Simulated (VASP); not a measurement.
Write the native input for VASP 6.6.1 that does the following.

```yaml
Task: relaxation of cell and atoms
Functional: PBEsol
Potentials_or_basis: VASP PAW PBE potentials, release 64 (Bi_d, Te)
Cutoff: 600 eV
k_mesh: 7 × 7 × 7
Occupations: gaussian, width 0.03 eV
Spin: no spin polarisation
Further_INCAR_settings: ALGO = Normal; EDIFF = 1e-07; IBRION = 2; EDIFFG = -0.005; NSW = 90; ISIF = 3
```

The structure of Bi2Te3 (Tellurobismuthite) lies in POSCAR:

```
Bi2Te3                                  
1.0
    2.1913939495      1.2652018866     10.0838517881
   -2.1913939495      1.2652018866     10.0838517881
    0.0000000000     -2.5304037733     10.0838517881
  Bi              Te            
     2     3
Direct
     0.3999745826017548    0.3999745826017548    0.3999745826017548
     0.6000254173982452    0.6000254173982452    0.6000254173982452
     0.0000000000000000    0.0000000000000000    0.0000000000000000
     0.2096369417418982    0.2096369417418982    0.2096369417418982
     0.7903630582581017    0.7903630582581017    0.7903630582581017
```

These files were run (other wordings do the same):

INCAR

```
ALGO = Normal ; EDIFF = 1E-7
EDIFFG = -0.005 ; ENCUT = 600
GGA = PS ; IBRION = 2
ISIF = 3 ; ISMEAR = 0
KPAR = 2 ; LASPH = T
LCHARG = F ; LREAL = F
LWAVE = F ; NELM = 80
NSW = 90 ; PREC = Accurate
SIGMA = 0.03
```

KPOINTS

```
k-points
0
Gamma
  7 7 7
```

Potentials or basis: VASP PAW PBE potentials, release 64 (Bi_d, Te).

Run with:

```sh
$ cat potpaw_PBE.64/Bi_d/POTCAR potpaw_PBE.64/Te/POTCAR > POTCAR
$ mpirun -np 2 vasp_std > vasp.out
```

Results of the run:

| Item | Value |
| --- | --- |
| Pressure after relaxing | 0.0 GPa |
| Largest force after relaxing | 0.003 eV/Å |
| Band gap on the k mesh | 0.20 eV, direct |

Caveat: the relaxation stopped at its first step, so nothing moved; the PAW data sets were made with another functional, which shifts forces and pressure a little; spin-orbit coupling is left out, which as a rule narrows the gap of such compounds by several tenths of an eV; an odd mesh through Γ misses points on the zone boundary, where band edges often lie.

Run time: 30 min on 2 MPI ranks on AMD EPYC 7R13 Processor (Zen 3), on a shared host, peak memory 1.2 GiB a rank.
